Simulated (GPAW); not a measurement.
The system is HfO2.

```xyz
3
Lattice="0.0000 2.5575 2.5575 2.5575 0.0000 2.5575 2.5575 2.5575 0.0000" Properties=species:S:1:pos:R:3 pbc="T T T"
Hf    0.0000    0.0000    0.0000
O     3.8363    3.8363    3.8363
O     1.2788    1.2788    1.2788
```

Measurements of this composition are mostly on another form, of space group No. 14.

| Quantity | Value |
| --- | --- |
| Program | GPAW 26.7.0 |
| Task | relaxation of cell and atoms |
| Functional | PBEsol |
| Dispersion | D3(BJ) |
| Potentials or basis | PAW data sets generated in the run's folder for this functional |
| Cutoff | 800 eV |
| Basis | pw |
| k mesh | 9 × 9 × 9 |
| Occupations | fermi-dirac, width 0.05 eV |
| Spin | no spin polarisation |

At the start: pressure -13.6 GPa; volume 11.15 Å³/atom.

**Question.** Where does the relaxation end?

**Answer.** Over 4 steps the energy falls by 25.7 meV/atom and the volume is 10.56 Å³/atom (-5.3 %); space group Fm-3m (No. 225, to 0.05 Å).

Step by step:
```
step  energy change (eV)  largest force (eV/Å)  pressure (GPa)  volume (Å³)
   1              0.0000                0.0000          -13.56        33.46
   2             -0.0334                0.0000          -10.50        33.01
   3             -0.0768                0.0000            0.75        31.60
   4             -0.0771                0.0000           -0.04        31.68
```

Final structure:
```xyz
3
Lattice="0.0000 2.5115 2.5115 2.5115 0.0000 2.5115 2.5115 2.5115 0.0000" Properties=species:S:1:pos:R:3 pbc="T T T"
Hf    0.0000    0.0000    0.0000
O     3.7673    3.7673    3.7673
O     1.2558    1.2558    1.2558
```

Caveat: later steps reuse the first step's grids.
